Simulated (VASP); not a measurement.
**MoSe2: band structure with TPSS**

The system is MoSe2.

```xyz
6
Lattice="3.2880 0.0000 0.0000 -1.6440 2.8475 0.0000 0.0000 0.0000 12.9000" Properties=species:S:1:pos:R:3 pbc="T T T"
Mo    1.6440    0.9492    9.6750
Mo    0.0000    1.8983    3.2250
Se    1.6440    0.9492    4.8375
Se    0.0000    1.8983   11.2875
Se    1.6440    0.9492    1.6125
Se    0.0000    1.8983    8.0625
```

- Program: VASP 6.6.1
- Task: band structure
- Functional: TPSS
- Potentials or basis: VASP PAW PBE potentials, release 64 (Mo_sv, Se)
- Cutoff: 520 eV
- k mesh: 9 × 9 × 2
- Occupations: fermi-dirac, width 0.05 eV
- Spin: no spin polarisation
- Further INCAR settings: ALGO = Normal; EDIFF = 1e-06

```yaml
Pressure: 7.3 GPa
Largest_force: 1.243 eV/Å
Band_gap_on_the_k_mesh: 0.85 eV, indirect (least direct gap 1.38 eV)
Band_gap_along_the_path: 0.84 eV, indirect (least direct gap 1.38 eV)
```

Forces on the atoms (eV/Å):
```
Mo   0.000  0.000  0.000
Mo   0.000  0.000  0.000
Se   0.000  0.000  1.243
Se   0.000  0.000  1.243
Se   0.000  0.000 -1.243
Se   0.000  0.000 -1.243
```

Stress tensor (GPa, compression positive):
```
 5.09  0.00  0.00
 0.00  5.09  0.00
 0.00  0.00 11.84
```

Levels at the corners of the path, in eV from the valence-band top:
```tsv
point	band 23	band 24	band 25	band 26	band 27	band 28	band 29	band 30
Γ	-1.84	-1.11	-0.91	0.00	2.42	2.42	2.47	2.47
M	-1.44	-1.38	-1.26	-1.24	1.35	1.39	1.71	1.96
M	-1.44	-1.38	-1.26	-1.24	1.35	1.39	1.71	1.96
K	-2.49	-2.49	-0.71	-0.53	0.85	0.85	1.79	2.67
K	-2.49	-2.49	-0.71	-0.53	0.85	0.85	1.79	2.67
Γ	-1.84	-1.11	-0.91	0.00	2.42	2.42	2.47	2.47
Γ	-1.84	-1.11	-0.91	0.00	2.42	2.42	2.47	2.47
A	-1.86	-1.86	-0.21	-0.21	2.43	2.43	2.43	2.44
A	-1.86	-1.86	-0.21	-0.21	2.43	2.43	2.43	2.44
L	-1.34	-1.34	-1.31	-1.31	1.37	1.37	1.85	1.85
L	-1.34	-1.34	-1.31	-1.31	1.37	1.37	1.85	1.85
H	-2.63	-2.63	-0.63	-0.63	0.85	0.85	2.24	2.24
H	-2.63	-2.63	-0.63	-0.63	0.85	0.85	2.24	2.24
A	-1.86	-1.86	-0.21	-0.21	2.43	2.43	2.43	2.44
L	-1.34	-1.34	-1.31	-1.31	1.37	1.37	1.85	1.85
M	-1.44	-1.38	-1.26	-1.24	1.35	1.39	1.71	1.96
K	-2.49	-2.49	-0.71	-0.53	0.85	0.85	1.79	2.67
H	-2.63	-2.63	-0.63	-0.63	0.85	0.85	2.24	2.24
```

Run time: 15 min on 1 thread of Intel(R) Xeon(R) Platinum 8488C (Sapphire Rapids) (shared host), peak memory 0.29 GiB.

Caveat: the PAW data sets were made with another functional, which shifts forces and pressure a little; the cell's inner coordinates are idealised or old, which leaves forces on the atoms; this functional lacks dispersion, which binds the layers, so the pressure and a relaxed spacing across them are unreliable. TPSS opens gaps a little over a GGA but as a rule still falls short of measured ones.
